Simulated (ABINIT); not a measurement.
Crystal: TiAl3.

```
Ti Al
1.0
    -1.91111    1.91111    4.28067
     1.91111   -1.91111    4.28067
     1.91111    1.91111   -4.28067
Ti Al
1 3
Direct
  0.00000 0.00000 0.00000
  0.25000 0.75000 0.50000
  0.75000 0.25000 0.50000
  0.50000 0.50000 0.00000
```

The cell comes from a database or a generator and needn't be the stable form of this composition.

```yaml
Program: ABINIT 10.8.3 (patched build)
Task: relaxation of cell and atoms
Functional: PBE
Potentials_or_basis: JTH PAW PBE v2.0
Cutoff: 408 eV
k_mesh: 6 × 6 × 6
Occupations: fermi-dirac, width 0.05 eV
Spin: no spin polarisation
```

At the start: pressure 2.2 GPa; volume 15.63 Å³/atom.

Where does the relaxation end?

Over 3 steps the energy falls by 2.1 meV/atom and the volume is 15.94 Å³/atom (+2.0 %); space group I4/mmm (No. 139, to 0.05 Å).

Step by step:
```csv
step,energy change (eV),largest force (eV/Å),pressure (GPa),volume (Å³)
1,0.0000,0.0000,2.19,62.54
2,-0.0018,0.0000,1.93,62.68
3,-0.0083,0.0000,0.03,63.77
```

Final structure:
```yaml
crystal:
  lattice:
    - [-1.92326, 1.92326, 4.31034]
    - [1.92326, -1.92326, 4.31034]
    - [1.92326, 1.92326, -4.31034]
  atoms:
    - { symbol: Ti, position: [0.00000, 0.00000, 0.00000] }
    - { symbol: Al, position: [0.25000, 0.75000, 0.50000] }
    - { symbol: Al, position: [0.75000, 0.25000, 0.50000] }
    - { symbol: Al, position: [0.50000, 0.50000, 0.00000] }
```

Caveat: the k mesh is coarse (spacing up to 0.39 Å⁻¹), so the values aren't converged; the log and the count of SCF iterations are those of the last ABINIT call alone.
